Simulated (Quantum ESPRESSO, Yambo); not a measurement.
# A GW chain in Yambo: WS2 (2H monolayer), part 3 of 3

Wanted: ground state, empty states, screening and self-energy for WS2 (2H monolayer).

Quantum ESPRESSO 7.5 and Yambo 5.3.0; PBE and many-body steps on it, plane waves. Known limits of the many-body steps: not at the basis limit.

So far. Step 3 (Bands along the symmetry lines): The gap is 1.555 eV, as in the run before at this level. Step 4 (Empty states on the mesh, 6×6×1 mesh, 248 bands): On this mesh the gap is 1.555 eV.

## Step 6: Screening and self-energy, 6×6×1 mesh, 248 bands, screening to 142.9 eV

G0W0 replaces the xc potential by the self-energy, built once from these orbitals. Only a window of levels is corrected, while the sums run over the empty bands that the input names.

This step: G0W0 on PBE with spin-orbit coupling, plane waves, norm-conserving pseudopotentials.

Input file gw3.in:

```
HF_and_locXC
gw0
dyson
ppa
em1d
rim_cut
rim_w
RandQpts= 3000000
RandGvec= 100 RL
CUTGeo= "slab z"
RandGvecW= 9 RL
EXXRLvcs= 62 Ry
VXCRLvcs= 248 Ry
Chimod= "HARTREE"
% BndsRnXp
 1 | 248 |
%
NGsBlkXp= 10.5 Ry
% LongDrXp
 1 | 1 | 0 |
%
% GbndRnge
 1 | 248 |
%
DysSolver= "n"
ExtendOut
PPAPntXp= 27.21138 eV
% QPkrange
 7 | 7 | 23 | 30 |
 1 | 1 | 23 | 30 |
%
```

Run with:

```bash
> OMP_NUM_THREADS=1 mpirun -n 4 yambo -F gw3.in -J gw3 -C gw3 > gw3.log
```

The program printed:

```text
 Yambo, version 5.3.0

 [02] CORE Variables Setup
 =========================

  [... cell, symmetries and grids as in the set-up ...]

  [02.05] Energies & Occupations
  ==============================

  [X] === General ===
  [X] Electronic Temperature                        :  0.000000  0.000000 [eV K]
  [X] Bosonic    Temperature                        :  0.000000  0.000000 [eV K]
  [X] Finite Temperature mode                       : no
  [X] El. density                                   :  0.18475E+24 [cm-3]
  [X] Fermi Level                                   :  0.871831 [eV]

  [X] === Gaps and Widths ===
  [X] Conduction Band Min                           :  1.555490 [eV]
  [X] Valence Band Max                              :  0.000000 [eV]
  [X] Filled Bands                                  :  26
  [X] Empty Bands                                   :   27  248
  [X] Direct Gap                                    :  1.555490 [eV]
  [X] Direct Gap localized at k                     :   7
  [X] Indirect Gap                                  :  1.555490 [eV]
  [X] Indirect Gap between kpts                     :   7   7
  [X] Last valence band width                       :  1.364380 [eV]
  [X] 1st conduction band width                     :  1.016000 [eV]

 [03] Transferred momenta grid and indexing
 ==========================================

 IBZ Q-points                                      :   7
 BZ  Q-points                                      :   36

 K/Q-points units:
 rlu = crystal or reduced units; cc = cartesian coordinates; iku = interal k-units

 Q [1]          [rlu]:  0.000000  0.000000  0.000000
 Q [2]          [rlu]:  0.29073E-17  0.16667       0.0000
 Q [3]          [rlu]:  0.58146E-17  0.33333       0.0000
 Q [4]          [rlu]: -0.87219E-17 -0.50000       0.0000
 Q [5]          [rlu]:  0.166667  0.166667  0.000000
 Q [6]          [rlu]:  0.166667  0.333333  0.000000
 Q [7]          [rlu]:  0.333333  0.333333  0.000000

 [04] Coloumb potential Random Integration (RIM)
 ===============================================

 Performing RIM of v_slab

  [04.01] RIM initialization
  ==========================

  * Diagonal components only detected *

  8 x (sBL volume)        :  0.058041 [a.u.]
  sBZ random points       :  3000000
  Points outside the sBZ  :  24000829
  RL volume               :  0.261184 [a.u.]
  Integrated volume       :  0.261175 [a.u.]

  [04.02] RIM integrals
  =====================

  Gamma point sphere radius             :  0.047145 [a.u.]
  Points outside the sphere             :  2398884
  [Int_sBZ(q=0) 1/q^2]*(Vol_sBZ)^(-1/3) =:  7.613394
                                 should be <:  7.795600

  Summary of Coulomb integrals for non-metallic bands |Q|[au] RIM/Bare

  Q [1] 0.100000E-4 0.976627 * Q [2] 0.200783 1.066404
  Q [5] 0.347766 1.040604 * Q [3] 0.401565 1.032663
  Q [6] 0.531221 1.019831 * Q [4] 0.602348 1.015591
  Q [7] 0.695532 1.011635
  Non-periodic chartesian directions : none
  Optical renormalization            :  30.23562 [au]
  Polarizability dimension           : length

 [05] Coloumb potential CutOffslab
 =================================

 Cut directionsZ
 Slab Cutoff:Z
 Symmetry test passed : yes

 [06] Dipoles
 ============

  [06.01] Setup: observables and procedures
  =========================================

  [WARNING] [x,Vnl] slows the Dipoles computation. To neglect it rename the ns.kb_pp file

 [07] Dynamic Dielectric Matrix (PPA)
 ====================================

 [WR./gw3//ndb.pp]---------------------------------------------------------------
  Brillouin Zone Q/K grids (IBZ/BZ)                :    7   36    7   36
  RL vectors                                       :   9989 [WF]
  Coulomb cutoff potential                         : slab z
  Electronic Temperature                           :  0.000000 [K]
  Bosonic    Temperature                           :  0.000000 [K]
  PPA    diel. fun.  energies                      : Perdew, Burke & Ernzerhof(X)+Perdew, Burke & Ernzerhof(C)
  wavefunctions                                    : Perdew, Burke & Ernzerhof(X)+Perdew, Burke & Ernzerhof(C)
  Global Gauge                                     : length
  X matrix size                                    :   469
  X band range                                     :    1  248
  X e/h energy range                               : -1.000000 -1.000000 [eV]
  X Time ordering                                  : R
  X Hxc Kernel                                     : HARTREE
  X Drude frequency                                :  0.000000  0.000000
  X poles                                          :  100.0000 [o/o]
  RL vectors in the sum                            :   9989
  [r,Vnl] included                                 : yes
  Field direction                                  :  0.707107E-5  0.707107E-5   0.00000
  BZ energy Double Grid                            : no
  BZ energy DbGd points                            : 0
  BZ Q point size factor                           : -1.000000
  X Optical Averaged directions                    : none

 [08] Local Exchange-Correlation + Non-Local Fock
 ================================================

 [VXC] Plane waves :   62407
 [EXS] Plane waves :   7845

 QP @ state[ 1 ] K range:  1  1
 QP @ state[ 1 ] b range:  23  30
 QP @ state[ 2 ] K range:   7   7
 QP @ state[ 2 ] b range:  23  30

 [xc] Functional : Perdew, Burke & Ernzerhof(X)+Perdew, Burke & Ernzerhof(C)
 [xc] LIBXC used to calculate xc functional
  PP Number of Atomic Species                      :  2
  NLCC RL compoments                               :   62407
  PP Number of Atomic Species                      :  2
  NLCC RL compoments                               :   62407

 [xc] E_xc :  -12.19847 [Ha]
      E_xc :  -24.39694 [Ry]

  Local XC kind (lXC) : Perdew, Burke & Ernzerhof(X)+Perdew, Burke & Ernzerhof(C)
  Non-Local XC kind (nlXC) : Hartree-Fock

  Corrections @ K [1] :  [eV]
 <23|nlXC|23> = -17.08787  0.15005E-17 <23|lXC|23> = -15.28191 -0.23049E-17
 <24|nlXC|24> = -17.08786  0.77403E-17 <24|lXC|24> = -15.28191  0.67072E-17
 <25|nlXC|25> = -15.18634  0.13047E-16 <25|lXC|25> = -14.39912 -0.47204E-16
 <26|nlXC|26> = -15.18634  0.49059E-17 <26|lXC|26> = -14.39911  0.000000
 <27|nlXC|27> = -10.58117  0.19933E-17 <27|lXC|27> = -15.13026  0.000000
 <28|nlXC|28> = -10.58117  0.80092E-18 <28|lXC|28> = -15.13026 -0.11801E-16
 <29|nlXC|29> = -10.82587 -0.11638E-17 <29|lXC|29> = -15.13538  0.10510E-16
 <30|nlXC|30> = -10.82588  0.13510E-17 <30|lXC|30> = -15.13538 -0.40566E-17

  Corrections @ K [7] :  [eV]
 <23|nlXC|23> = -17.35609 -0.42569E-17 <23|lXC|23> = -14.14711 -0.18882E-15
 <24|nlXC|24> = -17.25244 -0.85456E-17 <24|lXC|24> = -14.06835 -0.18882E-15
 <25|nlXC|25> = -16.02201  0.10693E-17 <25|lXC|25> = -15.41948  0.000000
 <26|nlXC|26> = -15.21964 -0.70546E-17 <26|lXC|26> = -14.93975  0.000000
 <27|nlXC|27> = -11.92994 -0.70777E-17 <27|lXC|27> = -16.26489  0.000000
 <28|nlXC|28> = -12.09344  0.26664E-18 <28|lXC|28> = -16.29511  0.000000
 <29|nlXC|29> = -9.232942  0.22893E-17 <29|lXC|29> = -14.26481  0.000000
 <30|nlXC|30> = -9.683179 -0.15427E-18 <30|lXC|30> = -14.72950  0.000000

  [08.01] Hartree-Fock occupations report
  =======================================

  [Hartree-Fock] === General ===
  [Hartree-Fock] Electronic Temperature             :  0.000000  0.000000 [eV K]
  [Hartree-Fock] Bosonic    Temperature             :  0.000000  0.000000 [eV K]
  [Hartree-Fock] Finite Temperature mode            : no
  [Hartree-Fock] El. density                        :  0.18475E+24 [cm-3]
  [Hartree-Fock] Fermi Level                        :  0.871831 [eV]

  [Hartree-Fock] === Gaps and Widths ===
  [Hartree-Fock] Conduction Band Min                :  1.649799 [eV]
  [Hartree-Fock] Valence Band Max                   : -0.279882 [eV]
  [Hartree-Fock] Filled Bands                       :  26
  [Hartree-Fock] Empty Bands                        :   27  248
  [Hartree-Fock] Direct Gap                         :  2.603805 [eV]
  [Hartree-Fock] Direct Gap localized at k          :   5
  [Hartree-Fock] Indirect Gap                       :  1.929681 [eV]
  [Hartree-Fock] Indirect Gap between kpts          :   7   5
  [Hartree-Fock] Last valence band width            :  1.084498 [eV]
  [Hartree-Fock] 1st conduction band width          :  5.470776 [eV]

 [09] Dyson equation: Newton solver
 ==================================

  [09.01] RIM-W interpolation
  ===========================

  [WARNING] RIM-W works only for 2D semiconductors with slab cutoff
  Found compatible q grid: 2D
  q_min[ 1 ]:  0.16667      0.50426E-11   0.0000     [rlu]
   0.166667  0.083333  0.000000 [iku]
  q_min[ 2 ]:  0.29073E-17  0.16667       0.0000     [rlu]
  -0.60387E-11  0.16667       0.0000     [iku]
  G-vectors :   9
  G-vectors loaded:   65
  Number of interpolated frequencies:  2

  Evaluating coefficients q = 0
  Evaluating coefficients q = 0

  [09.02] RIM-W integrals
  =======================

  8 x (sBL volume)        :  0.058041 [a.u.]
  sBZ random points       :  3000000
  Points outside the sBZ  :  24000829
  RL volume               :  0.261184 [a.u.]
  Integrated volume       :  0.261175 [a.u.]

  [09.03] RIM integrals
  =====================

  Comparison between head Wc = W - v averages: < Wc > [au] RIM-W/RIM

   < -Wc [Q = 1] > 0.414904E-1 0.581465E-4 * < -Wc [Q = 2] > 0.005239 0.005024
   < -Wc [Q = 3] > 0.906038E-3 0.887782E-3 * < -Wc [Q = 4] > 0.305936E-3 0.302654E-3
   < -Wc [Q = 5] > 0.001321 0.001288 * < -Wc [Q = 6] > 0.431921E-3 0.426869E-3
   < -Wc [Q = 7] > 0.206560E-3 0.205116E-3

  Comparison between head Wc = W - v averages: < Wc > [au] RIM-W/RIM

   < -Wc [G = 1,G`=0] > 0.414904E-1 0.581465E-4 * < -Wc [G = 2,G`=0] >-0.002897 0.000000
   < -Wc [G = 3,G`=0] >-0.002897 0.000000 * < -Wc [G = 4,G`=0] > 0.512045E-4  0.00000
   < -Wc [G = 5,G`=0] > 0.512045E-4  0.00000 * < -Wc [G = 6,G`=0] > 0.162517E-3  0.00000
   < -Wc [G = 7,G`=0] > 0.162517E-3  0.00000 * < -Wc [G = 8,G`=0] >-0.377610E-4  0.00000
   < -Wc [G = 9,G`=0] >-0.377610E-4  0.00000

 [10] G0W0 (W PPA)
 =================

 [  GW  ] Bands range     :    1  248
 [GW/PPA] G damping       :  0.100000 [eV]

 QP @ state[ 1 ] K range:  1  1
 QP @ state[ 1 ] b range:  23  30
 QP @ state[ 2 ] K range:   7   7
 QP @ state[ 2 ] b range:  23  30

  Sc/G bands                                       :    1  248
  Sc/G damping                                     :  0.100000 ev
  Sc bands terminator                              : no
  Sx RL components                                 :   7845

  QP @ state[ 1 ] K range                          :  1  1
  QP @ state[ 1 ] b range                          :  23  30
  QP @ state[ 2 ] K range                          :   7   7
  QP @ state[ 2 ] b range                          :  23  30
  GF energies kind                                 : Perdew, Burke & Ernzerhof(X)+Perdew, Burke & Ernzerhof(C)
  GF WF`s kind                                     : Perdew, Burke & Ernzerhof(X)+Perdew, Burke & Ernzerhof(C)
  Xs energies kind                                 : Perdew, Burke & Ernzerhof(X)+Perdew, Burke & Ernzerhof(C)
  Xs WF`s kind                                     : Perdew, Burke & Ernzerhof(X)+Perdew, Burke & Ernzerhof(C)

 [14] Game Over & Game summary
```

Run time: 18 min. Hardware: 4 MPI ranks of Intel Xeon 6975P-C (Granite Rapids), shared host; peak memory 4.1 GiB.

Numbers from this step:

```yaml
g0w0_gap_on_the_points_computed: 2.593 eV
starting_gap_on_the_mesh: 1.555 eV
k_of_the_valence_top: 0.3333, 0.3333, 0
k_of_the_conduction_bottom: 0.3333, 0.3333, 0
least_direct_g0w0_gap_on_the_computed_points: 2.593 eV
z_at_the_valence_top: 0.7532
z_at_the_conduction_bottom: 0.7499
```

The gap on the mesh goes from 1.56 eV to 2.59 eV, a correction of +1.04 eV.

Limits: finite bands, cutoff and mesh. v1 is the top filled band, c1 the lowest empty one. Levels before and after the correction, in eV, zero at the valence-band top of each column:

|  | conduction bottom | valence top |
| --- | --- | --- |
| Kohn-Sham | 1.56 | 0.00 |
| G0W0 | 2.59 | 0.00 |

|  | level | energy (eV) |
| --- | --- | --- |
| Kohn-Sham | (0.333 0.333 0) v4 | -2.632 |
| Kohn-Sham | (0.333 0.333 0) v3 | -2.562 |
| Kohn-Sham | (0.333 0.333 0) v2 | -0.428 |
| Kohn-Sham | (0.333 0.333 0) v1 | 0.000 |
| Kohn-Sham | (0.333 0.333 0) c1 | 1.555 |
| Kohn-Sham | (0.333 0.333 0) c2 | 1.586 |
| Kohn-Sham | (0.333 0.333 0) c3 | 3.092 |
| Kohn-Sham | (0.333 0.333 0) c4 | 3.107 |
| G0W0 | (0.333 0.333 0) v4 | -3.134 |
| G0W0 | (0.333 0.333 0) v3 | -3.076 |
| G0W0 | (0.333 0.333 0) v2 | -0.390 |
| G0W0 | (0.333 0.333 0) v1 | 0.000 |
| G0W0 | (0.333 0.333 0) c1 | 2.593 |
| G0W0 | (0.333 0.333 0) c2 | 2.615 |
| G0W0 | (0.333 0.333 0) c3 | 4.062 |
| G0W0 | (0.333 0.333 0) c4 | 4.095 |

## Step 7: Where the time went

Times are wall times on the hardware named with each run, good to a factor of about two.

| step | time | share | memory (GiB) |
| --- | --- | --- | --- |
| ground state | 88 s | 7 % | 0.91 |
| bands along the symmetry lines | 32 s | 2 % | 0.6 |
| empty states on the mesh | 89 s | 7 % | 1.6 |
| conversion and set-up | 4 s | 0 % | 0.25 |
| screening and self-energy | 18 min | 83 % | 4.1 |

## Step 8: Summary of results

- PBE gap: 1.56 eV, direct
- G0W0 gap on the mesh: 2.59 eV
- GW settings: 6×6×1 mesh, 248 bands, screening to 142.9 eV, Godby-Needs plasmon pole
- known limits: not at the basis limit

**Reading.** G0W0 moves the gap on the mesh from 1.56 eV to 2.59 eV (+1.04 eV), with Z of 0.75 and 0.75 at the edges. Only 2 of the mesh's irreducible points were corrected, so a valley elsewhere could overtake. The dearest step here is «screening and self-energy». Against experiment, by G0W0@PBE: the gap of 2.59 eV lies +0.32 eV from the measured 2.27 eV (electronic, 70 K, on fused silica, 2017); the gap of 2.59 eV lies −0.13 eV from the measured 2.72 eV (electronic, 87 K, on graphite, 2015); the gap of 2.59 eV lies +0.45 eV from the measured 2.14 eV (transport, 240 K, 2014); the direct gap of 2.59 eV lies +0.62 eV from the measured 1.97 eV (exciton, on SiO2/Si, 2019); the direct gap of 2.59 eV lies +0.66 eV from the measured 1.93 eV (exciton, 300 K, on single-layer and bilayer graphene on 6H-SiC(0001), 2019). An exciton line or allowed optical edge lies below the quasiparticle gap by the binding energy; a forbidden edge can push the onset above it. The computed sheet is free-standing; a substrate or cover screens it further and lowers both gap and binding, while the exciton line moves little. The calculation has static nuclei and no excitons; a measured gap holds zero-point and thermal motion, which mostly lowers it. Bands and cutoff are finite, so the gap is not at the basis limit. The miss can reach some tenths of an eV and take either sign; the mesh is an error of its own. In the G0W0 run levels were corrected at 2 k points alone, so a gap called «on the mesh» is the least over those, and an edge elsewhere would be missed.

[Paths, hosts, dates, memory and timing lines, banners, echoed tables and standing remarks are left out of the program output.]

[Logs are printed without paths, hosts, clocks, repeated set-up lines and the standing remarks that a program may print on its own settings, such as how far it seeks lower states.]

[Runs of the session that timed out or met a known fault of the program may be left out.]

[Hosts, paths, dates, database ids (printed as entryN), source tags and the programs' standing remarks are cut or masked in the printed files.]
